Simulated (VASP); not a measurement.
# PbSe in VASP 6.6.1, single-point calculation

INCAR

```
GGA = PS
ENCUT = 520
LCHARG = .FALSE.
IBRION = -1
ISIF = 2
PREC = Accurate
ISMEAR = 0
SIGMA = 0.01
NBANDS = 17
LREAL = .FALSE.
EDIFF = 1E-7
LASPH = .TRUE.
NSW = 0
NELM = 120
LWAVE = .FALSE.
```

KPOINTS

```
KPOINTS created by Atomic Simulation Environment
0
Gamma
8 8 8
0 0 0
```

POSCAR

```
Pb Se
 1.0000000000000000
     0.0000000000000000    3.4232041300268978    3.4232041300268978
     3.4232041300268978   -0.0000000000000000    3.4232041300268978
     3.4232041300268978    3.4232041300268978   -0.0000000000000000
 Pb  Se
   1   1
Cartesian
 -0.0000000000000000 -0.0000000000000000  0.0000000000000000
  1.7116020650134487  1.7116020650134487  1.7116020650134487
```

The recommended PBE PAW datasets give the neutral cell 20 valence electrons.

Command

```
mpirun -np 1 vasp_std
```

OSZICAR

```
N       E                     dE             d eps       ncg     rms          rms(c)
DAV:   1     0.161252874037E+03    0.16125E+03   -0.90335E+03   986   0.108E+03
DAV:   2     0.442899364688E+01   -0.15682E+03   -0.15126E+03  1065   0.287E+02
DAV:   3    -0.847035648952E+01   -0.12899E+02   -0.12827E+02  1321   0.898E+01
DAV:   4    -0.878841396100E+01   -0.31806E+00   -0.31788E+00  1170   0.179E+01
DAV:   5    -0.880090792050E+01   -0.12494E-01   -0.12494E-01  1361   0.330E+00    0.294E+00
DAV:   6    -0.838704115717E+01    0.41387E+00   -0.11199E+00  1490   0.641E+00    0.165E+00
DAV:   7    -0.837916850074E+01    0.78727E-02   -0.13932E-01  1044   0.162E+00    0.850E-01
DAV:   8    -0.838148197599E+01   -0.23135E-02   -0.14346E-02  1117   0.121E+00    0.118E-01
DAV:   9    -0.838162406216E+01   -0.14209E-03   -0.45677E-03  1290   0.494E-01    0.937E-02
DAV:  10    -0.838193933596E+01   -0.31527E-03   -0.51265E-04  1025   0.140E-01    0.284E-02
DAV:  11    -0.838202991197E+01   -0.90576E-04   -0.16208E-04  1162   0.921E-02    0.136E-02
DAV:  12    -0.838204320456E+01   -0.13293E-04   -0.25740E-05  1134   0.404E-02    0.499E-03
DAV:  13    -0.838204424601E+01   -0.10414E-05   -0.10448E-06  1147   0.810E-03    0.215E-03
DAV:  14    -0.838204442314E+01   -0.17713E-06   -0.94506E-07  1046   0.707E-03    0.176E-04
DAV:  15    -0.838204443034E+01   -0.71966E-08   -0.51766E-08  1050   0.132E-03
   1 F= -.83820444E+01 E0= -.83820444E+01  d E =-.241198E-61
```

Standard output (part)

```
POSCAR found type information on POSCAR PbSe
 POSCAR found :  2 types and       2 ions
 LDA part: xc-table for (Slater+PW92), standard interpolation
 POSCAR, INCAR and KPOINTS ok, starting setup
 WAVECAR not read
 entering main loop
```

From OUTCAR

```
k-points           NKPTS =     29   k-points in BZ     NKDIM =     29   number of bands    NBANDS=     17

   NELECT =      20.0000    total number of electrons

   dimension x,y,z NGX =    36 NGY =   36 NGZ =   36
   dimension x,y,z NGXF=    72 NGYF=   72 NGZF=   72

  energy-cutoff  :      520.00
  volume of cell :       80.23
      direct lattice vectors                 reciprocal lattice vectors
     0.000000000  3.423204130  3.423204130    -0.146061988  0.146061988  0.146061988
     3.423204130  0.000000000  3.423204130     0.146061988 -0.146061988  0.146061988
     3.423204130  3.423204130  0.000000000     0.146061988  0.146061988 -0.146061988

 k-points in reciprocal lattice and weights: KPOINTS created by Atomic Simulation Env
   0.00000000  0.00000000  0.00000000       0.002
   0.12500000  0.00000000  0.00000000       0.016
   0.25000000  0.00000000  0.00000000       0.016
   0.37500000  0.00000000  0.00000000       0.016
   0.50000000  0.00000000  0.00000000       0.008
   0.12500000  0.12500000  0.00000000       0.012
   0.25000000  0.12500000  0.00000000       0.047
   0.37500000  0.12500000  0.00000000       0.047
   ...

 E-fermi :   2.3355

 k-point     1 :       0.0000    0.0000    0.0000
  band No.  band energies     occupation
      1     -14.5258      2.00000
      2     -14.5258      2.00000
      3     -14.5258      2.00000
      4     -14.4933      2.00000
      5     -14.4933      2.00000
      6     -10.5985      2.00000
      7      -4.2175      2.00000
      8       0.5788      2.00000
      9       0.5788      2.00000
     10       0.5788      2.00000
     11       4.2776      0.00000
     12       4.2776      0.00000
     13       4.2776      0.00000
     14       6.7624      0.00000
     15      10.3830      0.00000
     16      10.3830      0.00000
     17      11.1296      0.00000

 k-point     2 :       0.1250    0.0000    0.0000
  band No.  band energies     occupation
      1     -14.5298      2.00000
      2     -14.5244      2.00000
      3     -14.5244      2.00000
      4     -14.4933      2.00000
      5     -14.4933      2.00000
      6     -10.5240      2.00000
      7      -4.4461      2.00000
      8       0.4841      2.00000
      9       0.4841      2.00000
     10       0.5784      2.00000
     11       4.1815      0.00000
     12       4.4343      0.00000
     13       4.4343      0.00000
     14       7.4641      0.00000
     15       9.8041      0.00000
     16       9.8041      0.00000
     17      10.6528      0.00000

 k-point     3 :       0.2500    0.0000    0.0000
  band No.  band energies     occupation
      1     -14.5394      2.00000
      2     -14.5213      2.00000
      3     -14.5213      2.00000
      4     -14.4927      2.00000
      5     -14.4927      2.00000
      6     -10.3282      2.00000
      7      -4.9751      2.00000
      8       0.2823      2.00000
      9       0.2823      2.00000
     10       0.4538      2.00000
     11       4.4987      0.00000
     12       4.7520      0.00000
     13       4.7520      0.00000
     14       8.4359      0.00000
     15       9.5376      0.00000
     16       9.5376      0.00000
     17      10.5971      0.00000

 ...

  Total       -0.4445258     -0.4445258     -0.4445258      0.0000000      0.0000000      0.0000000
  in kB       -8.8772642     -8.8772642     -8.8772642      0.0000000      0.0000000      0.0000000
  external PRESSURE =      -8.8772642 kB  Pullay stress =       0.0000000 kB

 POSITION                                       TOTAL-FORCE (eV/Angst)
 -----------------------------------------------------------------------------------
      0.00000      0.00000      0.00000         0.000000      0.000000      0.000000
      1.71160      1.71160      1.71160        -0.000000     -0.000000     -0.000000
 -----------------------------------------------------------------------------------
    total drift:                                0.000000      0.000000      0.000000

  FREE ENERGIE OF THE ION-ELECTRON SYSTEM (eV)
  ---------------------------------------------------
  free  energy   TOTEN  =        -8.3820444303 eV

  energy  without entropy=       -8.3820444303  energy(sigma->0) =       -8.38204443
```

It converged. Results: gap between bands v and c on the k mesh 0.54 eV; least direct gap on the k mesh 1.09 eV; pressure -0.9 GPa. Band v is the last that the valence electrons fill when counted band by band, and c is the next.

For comparison, a separate PBEsol run of the intended cell, on usual settings and not on those above, gives a gap of 0.68 eV on its mesh and a pressure of -0.9 GPa.

The run above took about 15 s on one core of a shared host (Intel Xeon 6975P-C) and held 0.22 GiB at most.
